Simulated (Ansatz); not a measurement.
# Ta (210): surface energy and levels, part 3 of 3

The task, for Ta: relax the bulk, then compute energy, relaxation and work function or band edges of the (210) face.

Ansatz 0.2.0; DFT PBEsol, scalar-relativistic, plane waves, PAW. The steps go on from the part before.

### Step 7. All atoms of the slab relaxed

input.yaml

```yaml
crystal:
  lattice:
    - [3.280482623, 0.0, 0.0]
    - [0.0, 7.335382144, 0.0]
    - [0.0, 0.0, 24.5359967872]
  atoms:
    - { symbol: Ta, position: [0.5, 0.7, 0.3056733364] }
    - { symbol: Ta, position: [0.0, 0.4, 0.3355697462] }
    - { symbol: Ta, position: [0.5, 0.1, 0.365466156] }
    - { symbol: Ta, position: [0.0, 0.8, 0.3953625658] }
    - { symbol: Ta, position: [0.5, 0.5, 0.4252589755] }
    - { symbol: Ta, position: [0.0, 0.2, 0.4551553853] }
    - { symbol: Ta, position: [0.5, 0.9, 0.4850517951] }
    - { symbol: Ta, position: [0.0, 0.6, 0.5149482049] }
    - { symbol: Ta, position: [0.5, 0.3, 0.5448446147] }
    - { symbol: Ta, position: [0.0, 0.0, 0.5747410245] }
    - { symbol: Ta, position: [0.5, 0.7, 0.6046374342] }
    - { symbol: Ta, position: [0.0, 0.4, 0.634533844] }
    - { symbol: Ta, position: [0.5, 0.1, 0.6644302538] }
    - { symbol: Ta, position: [0.0, 0.8, 0.6943266636] }
basis:
  ecutwfc: 420
kpoints:
  mp_grid: { grid: [11, 5, 1] }
hamiltonian:
  xc: pbesol
scf:
  occupations: { method: gaussian, width: 0.1 }
output:
  forces: true
  eigenvalues: true
relax:
  adjacent_minimum: "off"
  f_tol: 0.02
  max_steps: 60
efield:
  axis: 3
  dipole_correction: true
  ramp_width: 0.04
```

On the command line:

```sh
ansatz run input.yaml --threads 8 --pin off --max-ram 15360MiB --backend cpu --events-out ev --progress --plain --runs-dir out
```

Output:

```text
Warning: RAYON_NUM_THREADS=8 ignored (pool sized by the plan → 8); use --threads N
Engine: ansatz 0.2.0, aarch64-unknown-linux-gnu
Pseudopotentials: kind: paw
Pseudopotential: Ta, paw, valence charge 13, recommended cutoff 420 eV (normal), Ta.paw.azcp
Functional definition: PBEsol
  exchange = pbesol_x
  correlation = pbesol_c
Crystal: 14 atoms, lattice volume = 590.424 Å³
Basis set: ecut = 420 eV, 11625 PW (Γ), exchange–correlation on 48×100×360 points (8 copies of the dense FFT grid, shifted against one another)
Bands: 110, of which v1, the nominal top of the filled ones, is band 91 counted from 1 (90 counted from 0)
Symmetry: 2 space group operations
k-points: 18 of 55 (time reversal used)
Non-local potential: Ta, projectors of the file, l = 0: 3, l = 1: 2, l = 2: 2, l = 3: 1
PAW form: soft (Blöchl's): semilocal exchange-correlation on the pseudo side does not see the compensation charge
PAW frozen core: Ta, regenerated for the run's functional, and the local potential with it (the file was generated under x = pbe(κ = 0.804, μ = 0.2195149727645171), c = pbe(β = 0.06672455060314922))
PAW one-centre angular grid: Ta, 590 points (default); XC on 64 Gauss nodes
Initial density: superposition of atomic densities (neutral atoms: chi_scale 0, normalization atom), corrected by the library's trained network
Initial wavefunctions: pseudopotential atomic-orbital guess
Functional: x = pbesol(κ = 0.804, μ = 0.12345679012345678), c = pbesol(β = 0.046)
SCF iter   1: F=—  HF=-137282.127101 eV  |F-HF|=—  |Δ(HF+E_count)|=         —  Δρ=7.15e-3  dr2=7.45e0  ethr=1.77e-3  p=-0.000 e·Å  D=-2.58e-14 V/Å  ΔV_dip=0.00 eV  dr2_dipole=1.12e-6  V_vac-E_F(+/−)=4.63/4.63 eV  ⟨swp⟩=9.7  Hψ=9805  notcnv=0
efield: sawtooth ramp at fractional position 0.9800 (placed from the atoms, in the widest stretch of the axis that holds none; the zero of the levels goes with the place), width 0.0400; the density the first Hamiltonian is built on has a dipole p = -0.000 e·Å; the dipole correction subtracts the counter field D = -2.58e-14 V/Å, which shifts the + side's vacuum level by +0.00 eV against the − side's; the planar-averaged density in the ramp window peaks in size at 3.8e-5 e/Å³
preconditioner: auto → LDOS  [metal: Δε(μ)=0.014 eV  Ē_g=3.666 eV  σ=0.100 eV  W_gap=0.08  n_scr=118 (ndim 8)  ℏωp=12.8 eV  f_vac=0.491  D(μ)=18.44/eV (n_scr^D=136)  β→1.0]
SCF iter   2: F=—  HF=-137281.917785 eV  |F-HF|=—  |Δ(HF+E_count)|=   2.09e-1  Δρ=2.59e-3  dr2=1.38e-1  ethr=1.77e-3  p=0.000 e·Å  D=7.51e-5 V/Å  ΔV_dip=-0.00 eV  dr2_dipole=1.00e-5  V_vac-E_F(+/−)=4.13/4.13 eV  ⟨swp⟩=2.6  Hψ=2415  notcnv=0  defer=130
SCF iter   3: F=—  HF=-137281.914061 eV  |F-HF|=—  |Δ(HF+E_count)|=   3.72e-3  Δρ=8.04e-4  dr2=3.29e-2  ethr=7.56e-5  p=-0.000 e·Å  D=-1.50e-5 V/Å  ΔV_dip=0.00 eV  dr2_dipole=2.19e-7  V_vac-E_F(+/−)=4.15/4.15 eV  ⟨swp⟩=2.2  Hψ=2673  notcnv=0  defer=171
SCF iter   4: F=—  HF=-137281.913240 eV  |F-HF|=—  |Δ(HF+E_count)|=   8.21e-4  Δρ=2.69e-4  dr2=1.43e-3  ethr=1.81e-5  p=0.000 e·Å  D=2.16e-5 V/Å  ΔV_dip=-0.00 eV  dr2_dipole=1.20e-8  V_vac-E_F(+/−)=4.10/4.10 eV  ⟨swp⟩=2.0  Hψ=2342  notcnv=0  defer=171
SCF iter   5: F=—  HF=-137281.912958 eV  |F-HF|=—  |Δ(HF+E_count)|=   2.82e-4  Δρ=9.66e-5  dr2=1.06e-4  ethr=7.85e-7  p=0.000 e·Å  D=2.04e-6 V/Å  ΔV_dip=-0.00 eV  dr2_dipole=2.57e-8  V_vac-E_F(+/−)=4.09/4.09 eV  ⟨swp⟩=2.2  Hψ=2628  notcnv=0  defer=160
SCF iter   6: F=—  HF=-137281.912985 eV  |F-HF|=—  |Δ(HF+E_count)|=   2.71e-5  Δρ=3.07e-5  dr2=1.19e-5  ethr=5.82e-8  p=0.000 e·Å  D=3.43e-6 V/Å  ΔV_dip=-0.00 eV  dr2_dipole=1.25e-9  V_vac-E_F(+/−)=4.09/4.09 eV  ⟨swp⟩=2.4  Hψ=2767  notcnv=0  defer=160
SCF iter   7: F=-137281.912992 eV  HF=-137281.912992 eV  |F-HF|=6.08e-8  |Δ(HF+E_count)|=   6.27e-6  Δρ=9.52e-6  dr2=1.26e-6  ethr=5.49e-9  p=0.000 e·Å  D=7.76e-8 V/Å  ΔV_dip=-0.00 eV  dr2_dipole=4.10e-12  V_vac-E_F(+/−)=4.08/4.08 eV  ⟨swp⟩=17.1  Hψ=10127  notcnv=0
SCF 1 converged in 7 iterations: F = -137281.912992 eV  dr2 = 1.26e-6
relax step   1: F+E_penalty+E_count = -137281.91299169 eV  Δ(F+E_penalty+E_count) = +0.000e0 eV  max|allowed force component| = 2.009e0 eV/Å  Δτ_max = 0.0000 Å  (7 SCF iters, dr2 threshold 1.00e-5 eV, accepted)
[... 12 lines left out ...]
relax step   2: F+E_penalty+E_count = -137282.46415893 eV  Δ(F+E_penalty+E_count) = -5.512e-1 eV  max|allowed force component| = 6.598e-1 eV/Å  Δτ_max = 0.1949 Å  (6 SCF iters, dr2 threshold 1.00e-4 eV, accepted)
[... 10 lines left out ...]
relax step   3: F+E_penalty+E_count = -137282.49515543 eV  Δ(F+E_penalty+E_count) = -3.100e-2 eV  max|allowed force component| = 4.384e-1 eV/Å  Δτ_max = 0.1645 Å  (7 SCF iters, dr2 threshold 2.72e-5 eV, accepted)
[... 10 lines left out ...]
relax step   4: F+E_penalty+E_count = -137282.55943440 eV  Δ(F+E_penalty+E_count) = -6.428e-2 eV  max|allowed force component| = 1.127e-1 eV/Å  Δτ_max = 0.0844 Å  (6 SCF iters, dr2 threshold 2.07e-5 eV, accepted)
[... 9 lines left out ...]
relax step   5: F+E_penalty+E_count = -137282.56175808 eV  Δ(F+E_penalty+E_count) = -2.324e-3 eV  max|allowed force component| = 2.682e-2 eV/Å  Δτ_max = 0.0173 Å  (6 SCF iters, dr2 threshold 8.39e-7 eV, accepted)
[... 9 lines left out ...]
relax step   6: F+E_penalty+E_count = -137282.56194261 eV  Δ(F+E_penalty+E_count) = -1.845e-4 eV  max|allowed force component| = 1.185e-2 eV/Å  Δτ_max = 0.0027 Å  (6 SCF iters, accepted)
SCF converged after 6 iterations
Free energy (F): -137282.561943 eV
Harris-Foulkes:  -137282.561943 eV  (|F-HF|=5.41e-9)
Internal energy: -137282.477480 eV  (E = F + TS)
E sigma→0 (E₀):  -137282.519711 eV
Entropy (-TS):   -0.084463 eV (-6.033 meV/atom)
Fermi energy:    5.655518 eV
Dipole field:    D = -0.000000 V/Å  (p = -0.000001 e·Å, saw-weighted, corrected)
Work function:   Φ+ = 4.1883 eV   Φ− = 4.1883 eV
Levels:          The Fermi level and band energies are counted from a zero that moves with the ramp; work functions are not
--- Per-component energies (eV) ---
  E_band       = -3833.737220
  E_kinetic    = 5120.549726
  E_local      = -184490.885061  (includes V_loc(G=0)·N_el)
  E_nonlocal   = 252.292335
  E_hartree    = 89869.637717
  E_xc         = -3029.413176
  E_vxc        = -2842.425836  (∫ρ·V_xc dr)
  E_paw        = -115816.433629  (= ΣΔE_a)
  E_vpaw       = -1612.560011  (= ΣTr[D̂ρ^β])
  E_aug_tail   = 0.002016  (compensation charges beyond the density's cutoff)
  E_efield     = 0.000000  (sawtooth field / dipole correction)
  E_vefield    = 0.000000  (∫n·V_field dr)
  E_ewald      = 70808.781541
  E_core_change = 2.991051  (= ΣΔE_core)
  E_smearing   = -0.084463  (= −TS)
  E_closure    = -0.000000  (closes the sum)
  Σ components = -137282.561943   (vs F -137282.561943, Δ=0.00e0)
--- Forces (eV/Å), atoms counted from 1 ---
  atom   1  Ta     0.00000000     0.00402759     0.01160928
  atom   2  Ta    -0.00000000     0.00405148    -0.00059074
  atom   3  Ta     0.00000000     0.00178814    -0.00597431
  atom   4  Ta    -0.00000000    -0.00490841    -0.00606522
  atom   5  Ta    -0.00000000     0.00038204    -0.00388699
  atom   6  Ta     0.00000000    -0.00325066     0.00343068
  atom   7  Ta     0.00000000    -0.00178973    -0.00219843
  atom   8  Ta    -0.00000000     0.00173902     0.00209851
  atom   9  Ta    -0.00000000     0.00323941    -0.00345574
  atom  10  Ta     0.00000000    -0.00046688     0.00405210
  atom  11  Ta     0.00000000     0.00517330     0.00632353
  atom  12  Ta    -0.00000000    -0.00178403     0.00602458
  atom  13  Ta     0.00000000    -0.00418164     0.00046790
  atom  14  Ta    -0.00000000    -0.00402374    -0.01184768
  max |Σ_I F_I| component: 1.25e-5 eV/Å
--- Band table (eV; the first three rows and the last of 18) ---
  k-point 0: bands = ["-61.9357", "-61.9356", "-61.7632", "-61.7629", "-61.5931", "-61.5931", "-61.3840", "-61.3419", "-61.2957", "-61.2938", "-61.2880", "-61.2358", "-61.1754", "-61.1684", "-28.8341", "-28.8189", "-28.7009", "-28.6894", "-28.6143", "-28.5355", "-28.5024", "-28.4975", "-28.4688", "-28.4465", "-28.3740", "-28.3717", "-28.3201", "-28.2521", "-28.2439", "-28.2224", "-28.1894", "-28.1630", "-28.0809", "-28.0280", "-27.9708", "-27.9690", "-27.9505", "-27.9135", "-27.8196", "-27.8146", "-27.7566", "-27.7543", "-27.7429", "-27.6858", "-27.6606", "-27.6507", "-27.6377", "-27.6138", "-27.5255", "-27.5079", "-27.4879", "-27.4358", "-27.3973", "-27.3844", "-27.3655", "-27.3551", "-2.0212", "-0.9740", "0.4599", "1.0074", "1.0900", "1.4896", "1.7334", "1.7658", "1.7711", "1.9377", "1.9771", "2.2021", "2.3516", "2.4422", "2.6338", "2.8359", "3.8938", "4.1878", "4.2755", "4.4675", "4.5707", "4.7573", "4.8405", "4.8435", "4.8944", "4.9322", "4.9803", "5.1135", "5.2441", "5.2828", "5.5566", "5.6016", "5.6113", "5.7691", "5.7987", "5.9183", "6.0741", "6.1444", "6.1944", "6.2003", "6.4093", "6.7590", "6.7758", "6.8671", "6.8942", "7.1149", "7.3067", "7.5162", "7.6920", "7.6924", "7.7987", "8.0385", "8.2347", "8.3124"]
[... 3 lines left out ...]
--- Relaxed structure (6 steps of the walk, 6 accepted, 0 SCFs on fresh bases) ---
  F+E_penalty+E_count = -137282.56194261 eV   max|allowed force component| = 1.185e-2 eV/Å
  atoms:
    - { symbol: Ta, position: [0.49999999999999994, 0.6989284762673462, 0.31681333817890167] }
    - { symbol: Ta, position: [-8.690729079653477e-19, 0.4078029453075794, 0.336855948422727] }
    - { symbol: Ta, position: [0.49999999999999994, 0.11064276677412706, 0.3655820268356328] }
    - { symbol: Ta, position: [-1.0958234462161465e-20, 0.803474559091861, 0.39638813755314356] }
    - { symbol: Ta, position: [0.49999999999999994, 0.5007844521167685, 0.42478577710697407] }
    - { symbol: Ta, position: [-1.0348375424929241e-18, 0.2025965897624345, 0.45468544878620365] }
    - { symbol: Ta, position: [0.49999999999999994, 0.9030006978952075, 0.48458537738701885] }
    - { symbol: Ta, position: [1.132275188060972e-18, 0.5969996939088672, 0.5154147859424995] }
    - { symbol: Ta, position: [0.49999999999999994, 0.29740312732436863, 0.5453144245051168] }
    - { symbol: Ta, position: [5.873690734743726e-19, -0.0007840967912294915, 0.5752139585634312] }
    - { symbol: Ta, position: [0.49999999999999994, 0.6965235125355476, 0.6036115543969796] }
    - { symbol: Ta, position: [2.54571513267503e-18, 0.3893570505963041, 0.6344177121588285] }
    - { symbol: Ta, position: [0.49999999999999994, 0.09219819199094906, 0.663144433373314] }
    - { symbol: Ta, position: [-9.516211389079031e-18, 0.8010720332198674, 0.6831870767892286] }
```

It took 1.9 min on 8 threads of Arm Neoverse V2, shared host; peak memory 2.8 GiB.

The steps of the relaxation:

```csv
step,energy from step 1 (eV/cell),largest force component (eV/Å)
1,0.0000,2.0094
2,-0.5512,0.6598
3,-0.5822,0.4384
4,-0.6464,0.1127
5,-0.6488,0.0268
6,-0.6490,0.0118
```

Step 1 is the start.

Read from this run: work function 4.19 eV.

Plane-averaged electrostatic potential energy of an electron across the slab, counted from the Fermi level:

z (Å), V (eV) and a bar:
```
     1.91       4.19 ##############################
     2.45       4.19 ##############################
     2.73       4.19 ##############################
     3.27       4.19 ##############################
     3.54       4.19 ##############################
     4.09       4.18 ##############################
     4.36       4.18 ##############################
     4.91       4.15 ##############################
     5.18       4.12 ##############################
     5.73       3.94 ##############################
     6.27       3.31 ############################
     6.54       2.58 ###########################
     7.09      -1.21 ####################
     7.36      -4.61 ##############
     7.91     -11.17 ##
     8.18     -12.42 
     8.72     -11.41 ##
     9.00     -10.79 ###
     9.54     -10.34 ####
     9.81     -10.49 ###
    10.36     -10.61 ###
    10.90     -10.33 ####
    11.18     -10.35 ####
    11.72     -10.09 ####
    12.00     -10.03 ####
    12.54     -10.03 ####
    12.81     -10.09 ####
    13.36     -10.35 ####
    13.63     -10.33 ####
    14.18     -10.61 ###
    14.72     -10.49 ###
    14.99     -10.34 ####
    15.54     -10.79 ###
    15.81     -11.41 ##
    16.36     -12.42 
    16.63     -11.17 ##
    17.18      -4.61 ##############
    17.45      -1.21 ####################
    17.99       2.58 ###########################
    18.27       3.31 ############################
    18.81       3.94 ##############################
    19.36       4.12 ##############################
    19.63       4.15 ##############################
    20.17       4.18 ##############################
    20.45       4.18 ##############################
    20.99       4.19 ##############################
    21.26       4.19 ##############################
    21.81       4.19 ##############################
    22.08       4.19 ##############################
    22.63       4.19 ##############################
```

### Step 8. Surface energy and levels of (210)

γ = (E_slab − N E_bulk) / (2A); here N = 14 and A = 24.06 Å².

|  | as cut | relaxed |
| --- | --- | --- |
| surface energy, mean of both faces | 3.05 J/m² | 2.83 J/m² |
| work function | 4.08 eV | 4.19 eV |
| dipole along +c (e·Å/cell) | 0.000 | 0.000 |

Spacings of the planes, from the bottom up:

```tsv
plane	atoms	spacing to the next, as cut (Å)	relaxed (Å)	change (%)	rumpling (Å)
1	Ta	0.734	0.492	-33.0	0.000
2	Ta	0.734	0.705	-3.9	0.000
3	Ta	0.734	0.756	+3.0	0.000
4	Ta	0.734	0.697	-5.0	0.000
5	Ta	0.734	0.734	0.0	0.000
6	Ta	0.734	0.734	0.0	0.000
7	Ta	0.734	0.756	+3.1	0.000
8	Ta	0.734	0.734	0.0	0.000
9	Ta	0.734	0.734	0.0	0.000
10	Ta	0.734	0.697	-5.0	0.000
11	Ta	0.734	0.756	+3.0	0.000
12	Ta	0.734	0.705	-3.9	0.000
13	Ta	0.734	0.492	-33.0	0.000
14	Ta				0.000
```

### Step 9. Summary of results

This closing draws on all 3 parts.

```
                                 quantity                                                                      value
        bulk: relaxed cell (conventional)  a = 3.280 Å, b = 3.280 Å, c = 3.280 Å, α = 90.00°, β = 90.00°, γ = 90.00°
               bulk: space group (0.01 Å)                                                            Im-3m (No. 229)
                             bulk: volume                                                              17.65 Å³/atom
surface energy, (210), cut with Ta on top                                                                  2.83 J/m²
 work function, (210), cut with Ta on top                                                                    4.19 eV
```

In words: Relaxation lowered the bulk's volume by 2.7 %. On (210) the top spacing contracts by 33.0 %, and relaxation gains 0.220 J/m² a face. Spin-orbit coupling is left out for Ta.
